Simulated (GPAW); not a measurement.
Input of a GPAW 26.7.0 run:

Contents of run.py:

```python
import numpy as np
from ase import Atoms
from ase.dft.bandgap import bandgap
from ase.io import write
from ase.units import GPa
from gpaw import GPAW, PW, setup_paths
from gpaw.spinorbit import soc_eigenstates

setup_paths.insert(0, '.')

atoms = Atoms(['Sb', 'Ga'],
              cell=[[0.0, 3.059, 3.059],
                    [3.059, 0.0, 3.059],
                    [3.059, 3.059, 0.0]],
              scaled_positions=[[0.75, 0.75, 0.75],
                                [0.0, 0.0, 0.0]],
              pbc=True)

calc = GPAW(mode=PW(600),
            xc='PBEsol',
            kpts={'size': (8, 8, 8), 'gamma': True},
            occupations={'name': 'fermi-dirac', 'width': 0.05},
            nbands=18,
            convergence={'density': 1e-05, 'energy': 1e-05},
            maxiter=150,
            txt='gpaw.txt')
atoms.calc = calc
energy = atoms.get_potential_energy()
forces = atoms.get_forces()
stress = atoms.get_stress()
calc.write('gs.gpw')
write('result.traj', atoms)
print(f'Energy: {energy:.6f} eV')
print('Forces (eV/A):')
print(forces.round(4))
print('Stress (GPa):', (stress / GPa).round(3))
print('Fermi level:', round(calc.get_fermi_level(), 4), 'eV')
print(f'Gap: {bandgap(calc)[0]:.4f} eV, direct: {bandgap(calc, direct=True)[0]:.4f} eV')

path = atoms.cell.bandpath('GXWKGLUWLK,UX', npoints=100, eps=1e-4)
bs_calc = calc.fixed_density(kpts=path, symmetry='off', nbands=30,
                             convergence={'bands': 'CBM+6.0', 'eigenstates': 1e-6}, txt='bands.txt')
bs = bs_calc.band_structure()
bs.write('bs.json')
print(f'Gap on the path: {bandgap(bs_calc)[0]:.4f} eV')

soc = soc_eigenstates(bs_calc, theta=0, phi=0)
np.savetxt('soc_bands.dat', soc.eigenvalues(), fmt='%.4f')
mesh = soc_eigenstates('gs.gpw', theta=0, phi=0)
np.savetxt('soc_mesh.dat', mesh.eigenvalues(), fmt='%.4f')
print('Fermi level with spin-orbit coupling:', round(mesh.fermi_level, 4), 'eV')
```

Potentials or basis: PAW data sets generated in the run's folder for this functional, pw.

Command:

```bash
$ gpaw-setup -f PBEsol Ga Sb
$ OMP_NUM_THREADS=1 python run.py
```

Problem. What does it give for the band gap along the path?

Solution. None (metal or under the smearing width).

Problem. Predict the pressure.

Solution. -0.1 GPa.

Levels at the corners of the path, in eV from the Fermi level:
| point | band 15 | band 16 | band 17 | band 18 | band 19 | band 20 | band 21 | band 22 |
| --- | --- | --- | --- | --- | --- | --- | --- | --- |
| Γ | -0.21 | -0.21 | 0.02 | 0.02 | 0.02 | 0.02 | 2.41 | 2.41 |
| X | -2.96 | -2.96 | -2.68 | -2.68 | 0.63 | 0.63 | 0.94 | 0.94 |
| W | -3.84 | -3.47 | -3.36 | -3.34 | 3.20 | 3.64 | 4.02 | 4.08 |
| K | -4.00 | -3.77 | -2.44 | -2.41 | 1.11 | 1.13 | 3.53 | 3.68 |
| Γ | -0.21 | -0.21 | 0.02 | 0.02 | 0.02 | 0.02 | 2.41 | 2.41 |
| L | -1.63 | -1.63 | -1.17 | -1.17 | 0.15 | 0.15 | 3.45 | 3.45 |
| U | -4.00 | -3.77 | -2.44 | -2.41 | 1.11 | 1.13 | 3.53 | 3.68 |
| W | -3.84 | -3.47 | -3.36 | -3.34 | 3.20 | 3.64 | 4.02 | 4.08 |
| L | -1.63 | -1.63 | -1.17 | -1.17 | 0.15 | 0.15 | 3.45 | 3.45 |
| K | -4.00 | -3.77 | -2.44 | -2.41 | 1.11 | 1.13 | 3.53 | 3.68 |
| U | -4.00 | -3.77 | -2.44 | -2.41 | 1.11 | 1.13 | 3.53 | 3.68 |
| X | -2.96 | -2.96 | -2.68 | -2.68 | 0.63 | 0.63 | 0.94 | 0.94 |

Caveat: spin-orbit coupling was added after a scalar SCF, so levels and gaps hold it while energy, forces, pressure and moments don't; this program's spin-orbit splittings come out too wide for heavy elements.

**Measured values to compare with.**

From a printed reference work, data compilation, for a bulk crystal of GaSb at 4.2 K: band gap 0.811 eV (direct).

Against the measured gap of GaSb, 0.811 eV (direct; 4.2 K; a printed reference work, data compilation), the calculated 0.00 eV is off by -0.81 eV. The value is that of PBEsol, without temperature or zero-point motion. Semilocal functionals fall short of measured gaps as a rule.
